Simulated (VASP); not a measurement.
# TiTe2 (R3m) in VASP: further runs

Runs on TiTe2. Level: PBE. Tasks: single point.

Program: VASP 6.6.1. These are calculated values, not measurements. Logs are shortened: lines on timing, memory, paths and dates and some standing lists are left out, and cuts for length are marked.

**1. Starting point**

The structure is trigonal, space group R3m (No. 160). The conventional cell has a = 3.760 Å, b = 3.760 Å, c = 20.445 Å, α = 90.00°, β = 90.00°, γ = 120.00°. Ti (site symmetry 3m) is surrounded by 6 Te at 2.78 to 2.80 Å. Te (site symmetry 3m) has 3 Ti at 2.80 Å as nearest neighbours. Te (site symmetry 3m) has 3 Ti at 2.78 Å as nearest neighbours.

The cell was built by a generator and needn't be a form met in nature.

**2. Single point, PBE**

File INCAR:

```
PREC     = Accurate       # precision mode
ENCUT    = 520            # plane-wave cutoff, eV
EDIFF    = 1E-6           # SCF threshold, eV
ISMEAR   = -1             # smearing method
SIGMA    = 0.02           # smearing width, eV
LREAL    = False          # projectors in reciprocal space
LASPH    = True           # aspherical terms in the spheres
NELM     = 100            # most SCF steps
ALGO     = Normal         # electronic algorithm
ISIF     = 2              # what is computed and relaxed
LWAVE    = False          # write WAVECAR
LCHARG   = False          # write CHGCAR
GGA      = PE             # functional
NBANDS   = 19             # bands
```

File KPOINTS:

```
regular mesh
0
Gamma
  6 6 6
```

File POSCAR:

```
TiTe2
1.0
    1.8800618773      1.0854542310      6.8151508306
   -1.8800618773      1.0854542310      6.8151508306
    0.0000000000     -2.1709084620      6.8151508306
Ti Te
1 2
Direct
   -0.0003050363     -0.0003050363     -0.0003050363
    0.4191340031      0.4191340031      0.4191340031
    0.2478376999      0.2478376999      0.2478376999
```

Potentials or basis: VASP PAW PBE potentials, release 64 (Ti_sv, Te).

Run with:

```bash
cat potpaw_PBE.64/Ti_sv/POTCAR potpaw_PBE.64/Te/POTCAR > POTCAR
mpirun -np 1 vasp_std > vasp.out
```

OUTCAR:

```text
PREC = Accurate
   ENCUT = 520
   EDIFF = 1E-6
   ISMEAR = -1
   LREAL = False
   LASPH = True
   NELM = 100
   ISIF = 2
   GGA = PE

 ion  position               nearest neighbor table
   1  1.000  1.000  1.000-   3 2.78   3 2.78   3 2.78   2 2.80   2 2.80   2 2.80
   2  0.419  0.419  0.419-   1 2.80   1 2.80   1 2.80   3 3.50
   3  0.248  0.248  0.248-   1 2.78   1 2.78   1 2.78   2 3.50

  LATTYP: Found a trigonal (rhomboedric) cell.
 ALAT       =     7.1525606879
 COS(alpha) =     0.8618180939

  Lattice vectors:

 A1 = (   1.8800618773,   1.0854542310,   6.8151508306)
 A2 = (  -1.8800618773,   1.0854542310,   6.8151508306)
 A3 = (   0.0000000000,  -2.1709084620,   6.8151508306)

Analysis of symmetry for initial positions (statically):
=====================================================================
 Subroutine PRICEL returns:
 Original cell was already a primitive cell.

 Routine SETGRP: Setting up the symmetry group for a
 trigonal (rhombohedral) supercell.

 Subroutine GETGRP returns: Found  6 space group operations
 (whereof  6 operations were pure point group operations)
 out of a pool of 12 trial point group operations.

The static configuration has the point symmetry C_3v.

Analysis of symmetry for dynamics (positions and initial velocities):
=====================================================================
 Subroutine PRICEL returns:
 Original cell was already a primitive cell.

 Routine SETGRP: Setting up the symmetry group for a
 trigonal (rhombohedral) supercell.

 Subroutine GETGRP returns: Found  6 space group operations
 (whereof  6 operations were pure point group operations)
 out of a pool of 12 trial point group operations.

The dynamic configuration has the point symmetry C_3v.

 Subroutine INISYM returns: Found  6 space group operations
 (whereof  6 operations are pure point group operations),
 and found     1 'primitive' translations

----------------------------------------------------------------------------------------

                                     Primitive cell

  volume of cell :      83.4469

  direct lattice vectors                    reciprocal lattice vectors
     1.880061877  1.085454231  6.815150831     0.265948694  0.153545550  0.048910632
    -1.880061877  1.085454231  6.815150831    -0.265948694  0.153545550  0.048910632
     0.000000000 -2.170908462  6.815150831     0.000000000 -0.307091100  0.048910632

  length of vectors
     7.152560688  7.152560688  7.152560688     0.310961723  0.310961723  0.310961723

  position of ions in fractional coordinates (direct lattice)
     0.999694964  0.999694964  0.999694964
     0.419134003  0.419134003  0.419134003
     0.247837700  0.247837700  0.247837700

  ion indices of the primitive-cell ions
   primitive index   ion index
                 1           1
                 2           2
                 3           3

----------------------------------------------------------------------------------------

 KPOINTS: regular mesh

Automatic generation of k-mesh.
 Grid dimensions read from file:
 generate k-points for:    6    6    6

 Generating k-lattice:

  Cartesian coordinates                     Fractional coordinates (reciprocal lattice)
     0.044324782  0.025590925  0.008151772     0.166666667 -0.000000000 -0.000000000
    -0.044324782  0.025590925  0.008151772    -0.000000000  0.166666667 -0.000000000
     0.000000000 -0.051181850  0.008151772    -0.000000000 -0.000000000  0.166666667

  Length of vectors
     0.051826954  0.051826954  0.051826954

  Shift w.r.t. Gamma in fractional coordinates (k-lattice)
     0.000000000  0.000000000  0.000000000

 Subroutine IBZKPT returns following result:
 ===========================================

 Found     32 irreducible k-points:

 Following reciprocal coordinates:
            Coordinates               Weight
  0.000000  0.000000  0.000000      1.000000
  0.166667  0.000000  0.000000      6.000000
  0.333333 -0.000000  0.000000      6.000000
  0.500000  0.000000  0.000000      3.000000
  0.166667  0.166667 -0.000000      6.000000
  0.333333  0.166667 -0.000000     12.000000
[... 16 lines left out ...]
  0.500000  0.500000  0.166667      6.000000
 -0.333333  0.500000  0.166667     12.000000
 [... further k-points ...]
   k-points           NKPTS =     32   k-points in BZ     NKDIM =     32   number of bands    NBANDS=     19
   number of dos      NEDOS =    301   number of ions     NIONS =      3
   total plane-waves  NPLWV = 157464
   dimension x,y,z NGX =    54 NGY =   54 NGZ =   54
   dimension x,y,z NGXF=   108 NGYF=  108 NGZF=  108
   ions per type =               1   2
   NGX,Y,Z   is equivalent  to a cutoff of  12.55, 12.55, 12.55 a.u.
   NGXF,Y,Z  is equivalent  to a cutoff of  25.10, 25.10, 25.10 a.u.
 SYSTEM =  unknown system
   PREC   = accura    normal or accurate (medium, high low for compatibility)
   ISTART =      0    job   : 0-new  1-cont  2-samecut
   ICHARG =      2    charge: 1-file 2-atom 10-const
   ISPIN  =      1    spin polarized calculation?
   LNONCOLLINEAR =      F non collinear calculations
   LSORBIT =      F    spin-orbit coupling
   LASPH  =      T    aspherical Exc in radial PAW
   ENCUT  =  520.0 eV  38.22 Ry    6.18 a.u.  13.30 13.30 13.30*2*pi/ulx,y,z
   NELM   =    100;   NELMIN=  2; NELMDL= -5     # of ELM steps
   EDIFF  = 0.1E-05   stopping-criterion for ELM
   LREAL  =      F    real-space projection
   EDIFFG = 0.1E-04   stopping-criterion for IOM
   NSW    =      0    number of steps for IOM
   IBRION =     -1    ionic relax: 0-MD 1-quasi-New 2-CG
   NFREE  =      0    steps in history (QN), initial steepest desc. (CG)
   ISIF   =      2    stress and relaxation
   ISYM   =      2    0-nonsym 1-usesym 2-fastsym
   POTIM  = 0.5000    time-step for ionic-motion
   TEBEG  =    0.0;   TEEND  =   0.0 temperature during run
   PSTRESS=    0.0 pullay stress
   NELECT =      24.0000    total number of electrons
   NUPDOWN=      -1.0000    fix difference up-down
   EMIN   =  10.00;   EMAX   =-10.00  energy-range for DOS
   EFERMI =   0.00;   METHOD = LEGACY
   ISMEAR =    -1;   SIGMA  =   0.02  broadening in eV -4-tet -1-fermi 0-gaus
   EFERMI_NEDOS =   21; number of points for ismear=-14 and -15
   IALGO  =     38    algorithm
   IMIX   =      4    mixing-type and parameters
     AMIX     =   0.40;   BMIX     =  1.00
     AMIX_MAG =   1.60;   BMIX_MAG =  1.00
  volume/ion in A,a.u.               =      27.82       187.71
  Fermi-wavevector in a.u.,A,eV,Ry     =   1.080625  2.042086 15.888216  1.167751
  Thomas-Fermi vector in A             =   2.216621
   LORBIT       =      0    0 simple, 1 ext, 2 COOP (PROOUT), +10 PAW based schemes
   GGA     = PE    functional components
[... 5 lines left out ...]
 non-spin polarized calculation
  energy-cutoff  :      520.00
  volume of cell :       83.45
 maximum number of plane-waves:      2260
 NGX is ok and might be reduce to    54
   NGX = 27   NGY = 27   NGZ = 27

 number of electron      24.0000000 magnetization

 Free energy of the ion-electron system (eV)
  ---------------------------------------------------
  ext. energy  EPLUGINS =         0.00000000
  ---------------------------------------------------
  free energy    TOTEN  =       -15.89537751 eV

  energy without entropy =      -15.89188212  energy(sigma->0) =      -15.89362981

 E-fermi :   6.2204     XC(G=0):  -9.6312

 val. band max:        6.2195294568   @ k =   0.5000   0.0000   0.0000
 cond. band min:       6.2329349184   @ k =  -0.3333  -0.3333   0.1667
 fundamental gap:      0.0134054617
 Fermi energy:         6.2203673006

 k-point     1 :       0.0000    0.0000    0.0000
  band No.  band energies     occupation
      1     -51.0083      2.00000
      2     -27.3058      2.00000
      3     -27.3058      2.00000
      4     -27.1592      2.00000
      5      -5.9163      2.00000
      6      -4.5412      2.00000
[... 11 lines left out ...]
     18      11.2002      0.00000
     19      12.9937      0.00000

 k-point     2 :       0.1667    0.0000    0.0000
  band No.  band energies     occupation
      1     -51.0075      2.00000
      2     -27.3166      2.00000
      3     -27.3083      2.00000
      4     -27.1568      2.00000
      5      -5.6275      2.00000
      6      -4.3558      2.00000
[... 11 lines left out ...]
     18      12.1982      0.00000
     19      13.2422      0.00000

 k-point     3 :       0.3333   -0.0000    0.0000
  band No.  band energies     occupation
      1     -51.0059      2.00000
      2     -27.3380      2.00000
      3     -27.3133      2.00000
      4     -27.1519      2.00000
      5      -4.9151      2.00000
      6      -3.9188      2.00000
[... 11 lines left out ...]
     18      11.1719      0.00000
     19      12.1412      0.00000

 k-point     4 :       0.5000    0.0000    0.0000
  band No.  band energies     occupation
      1     -51.0052      2.00000
      2     -27.3487      2.00000
      3     -27.3157      2.00000
      4     -27.1494      2.00000
      5      -4.4373      2.00000
      6      -3.6587      2.00000
[... 11 lines left out ...]
     18      10.3604      0.00000
     19      11.5866      0.00000

 k-point     5 :       0.1667    0.1667   -0.0000
  band No.  band energies     occupation
      1     -51.0075      2.00000
      2     -27.3166      2.00000
      3     -27.3083      2.00000
      4     -27.1568      2.00000
      5      -5.6083      2.00000
      6      -4.3918      2.00000
[... 11 lines left out ...]
     18      12.3050      0.00000
     19      13.2227      0.00000

 k-point     6 :       0.3333    0.1667   -0.0000
  band No.  band energies     occupation
      1     -51.0063      2.00000
      2     -27.3307      2.00000
      3     -27.3140      2.00000
      4     -27.1531      2.00000
      5      -5.0854      2.00000
      6      -4.0970      2.00000
[... 11 lines left out ...]
     18      12.4222      0.00000
     19      13.2653      0.00000

 k-point     7 :       0.5000    0.1667    0.0000
  band No.  band energies     occupation
      1     -51.0052      2.00000
      2     -27.3434      2.00000
      3     -27.3211      2.00000
      4     -27.1494      2.00000
      5      -4.4354      2.00000
      6      -3.7043      2.00000
[... 11 lines left out ...]
     18      10.6604      0.00000
     19      13.2839      0.00000

 k-point     8 :      -0.3333    0.1667    0.0000
  band No.  band energies     occupation
      1     -51.0052      2.00000
      2     -27.3434      2.00000
      3     -27.3211      2.00000
      4     -27.1494      2.00000
      5      -4.4717      2.00000
      6      -3.6512      2.00000
[... 256 lines left out ...]
 k-point    20 :       0.5000    0.3333    0.1667
  band No.  band energies     occupation
      1     -51.0063      2.00000
      2     -27.3307      2.00000
      3     -27.3140      2.00000
      4     -27.1531      2.00000
      5      -4.9575      2.00000
      6      -4.2904      2.00000
[... 11 lines left out ...]
     18      12.0830      0.00000
     19      13.3051      0.00000

 k-point    21 :      -0.3333    0.3333    0.1667
  band No.  band energies     occupation
      1     -51.0052      2.00000
      2     -27.3434      2.00000
      3     -27.3210      2.00000
      4     -27.1494      2.00000
      5      -4.3589      2.00000
      6      -3.8103      2.00000
[... 11 lines left out ...]
     18      10.4927      0.00000
     19      12.7387      0.00000

 k-point    22 :      -0.1667    0.3333    0.1667
  band No.  band energies     occupation
      1     -51.0052      2.00000
      2     -27.3434      2.00000
      3     -27.3210      2.00000
      4     -27.1494      2.00000
      5      -4.4468      2.00000
      6      -3.6894      2.00000
[... 11 lines left out ...]
     18      11.0745      0.00000
     19      12.5876      0.00000

 k-point    23 :       0.5000    0.5000    0.1667
  band No.  band energies     occupation
      1     -51.0059      2.00000
      2     -27.3380      2.00000
      3     -27.3133      2.00000
      4     -27.1519      2.00000
      5      -4.7170      2.00000
      6      -4.2088      2.00000
[... 11 lines left out ...]
     18      11.2956      0.00000
     19      12.2680      0.00000

 k-point    24 :      -0.3333    0.5000    0.1667
  band No.  band energies     occupation
      1     -51.0052      2.00000
      2     -27.3434      2.00000
      3     -27.3211      2.00000
      4     -27.1494      2.00000
      5      -4.3177      2.00000
      6      -3.8645      2.00000
[... 11 lines left out ...]
     18      10.9636      0.00000
     19      12.1679      0.00000

 [... further k-points ...]

------------------------ aborting loop because EDIFF is reached ----------------------------------------

  FORCE on cell =-STRESS in cart. coord.  units (eV):
  Direction    XX          YY          ZZ          XY          YZ          ZX
  --------------------------------------------------------------------------------------
  -------------------------------------------------------------------------------------
  Total        0.4620909      0.4620909      0.7037407      0.0000000      0.0000000     -0.0000000
  in kB        8.8721245      8.8721245     13.5117898      0.0000000      0.0000000     -0.0000000
  external PRESSURE =      10.4186796 kB  Pullay stress =       0.0000000 kB

 VOLUME and BASIS-vectors are now :
 -----------------------------------------------------------------------------
  energy-cutoff  :      520.00
  volume of cell :       83.45
      direct lattice vectors                 reciprocal lattice vectors
     1.880061877  1.085454231  6.815150831     0.265948694  0.153545550  0.048910632
    -1.880061877  1.085454231  6.815150831    -0.265948694  0.153545550  0.048910632
     0.000000000 -2.170908462  6.815150831     0.000000000 -0.307091100  0.048910632

 POSITION                                       TOTAL-FORCE (eV/Angst)
 -----------------------------------------------------------------------------------
      0.00000      0.00000     20.43922         0.000000      0.000000     -0.011447
      0.00000      0.00000      8.56938         0.000000     -0.000000      0.148967
      0.00000      0.00000      5.06715         0.000000      0.000000     -0.137520
 -----------------------------------------------------------------------------------
    total drift:                                0.000000      0.000000      0.000485

  FREE ENERGIE OF THE ION-ELECTRON SYSTEM (eV)
  ---------------------------------------------------
  free  energy   TOTEN  =       -15.8953775134 eV

  energy  without entropy=      -15.8918821152  energy(sigma->0) =      -15.89362981
```

It took 87 s on 1 thread of Intel Xeon 6975P-C (Granite Rapids), shared host; peak memory 0.39 GiB.

What came out:

```
Free energy            : -15.8954 eV
Pressure               : 1.0 GPa
Largest force          : 0.149 eV/Å
Band gap on the k mesh : none (metal or under the smearing width)
```

Forces on the atoms (eV/Å):
```
Ti   0.000  0.000 -0.011
Te   0.000  0.000  0.149
Te   0.000  0.000 -0.138
```

Stress tensor (GPa, compression positive):
```
0.89 0.00 0.00
0.00 0.89 0.00
0.00 0.00 1.35
```

Levels at points of the mesh, in eV from the Fermi level:
| k point | band 8 | band 9 | band 10 | band 11 | band 12 | band 13 | band 14 | band 15 | band 16 | band 17 |
| --- | --- | --- | --- | --- | --- | --- | --- | --- | --- | --- |
| (0.00, 0.00, 0.00) | -1.03 | -1.03 | -0.30 | -0.30 | 0.54 | 0.63 | 2.46 | 2.46 | 2.84 | 2.84 |
| (0.50, 0.00, 0.00) | -3.82 | -2.96 | -1.61 | -0.59 | -0.54 | 0.00 | 1.48 | 1.72 | 2.88 | 2.91 |
| (0.50, 0.50, 0.00) | -3.99 | -2.50 | -1.42 | -1.21 | -0.86 | 0.02 | 1.44 | 1.75 | 2.65 | 3.39 |
| (0.50, 0.50, 0.50) | -2.20 | -1.08 | -1.08 | -0.24 | -0.24 | 1.14 | 2.62 | 2.62 | 2.67 | 2.67 |

(Continued in part 2 of 2.)
